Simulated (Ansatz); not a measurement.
Given:

```
CELL_PARAMETERS angstrom
      3.19642     0.00000     0.00000
     -1.59821     2.65635     0.00000
      0.00000     0.00000    17.67556
ATOMIC_POSITIONS crystal
  Ti 0.00000 0.00000 0.00000
  Ti 0.00000 0.00000 0.50000
  Ti 0.33293 0.66586 0.13450
  Ti 0.66707 0.33414 0.63450
  Ti 0.66707 0.33414 0.86550
  Ti 0.33293 0.66586 0.36550
  Si 0.99594 0.99189 0.25000
  Si 0.00406 0.00811 0.75000
  C  0.33288 0.66575 0.57266
  C  0.66712 0.33425 0.07266
  C  0.66712 0.33425 0.42734
  C  0.33288 0.66575 0.92734
```

No spin polarisation.

The values are results of r2SCAN (Ansatz, a quantum-chemistry and plane-wave program), scalar-relativistic without spin-orbit coupling, not measurements. k-mesh 14×14×3 (Γ-centred); smearing 0.05 eV (Fermi–Dirac).

**Question.** What is the computed band gap?

**Answer.** Zero.

**Question.** What is the computed pressure (mean of the normal stresses, compression positive)?

**Answer.** -7.2 GPa.

**Question.** Predict the space group.

**Answer.** Cmcm (No. 63).

The cells carry an imposed strain or load. Whether these cells are dynamically stable was not tested. The final runs are not spin-polarised. The cell was made from Ti$_{3}$SiC$_{2}$ (space group P6_3/mmc, No. 194) by this change: uniaxial strain ε_xx = +4.21 %.
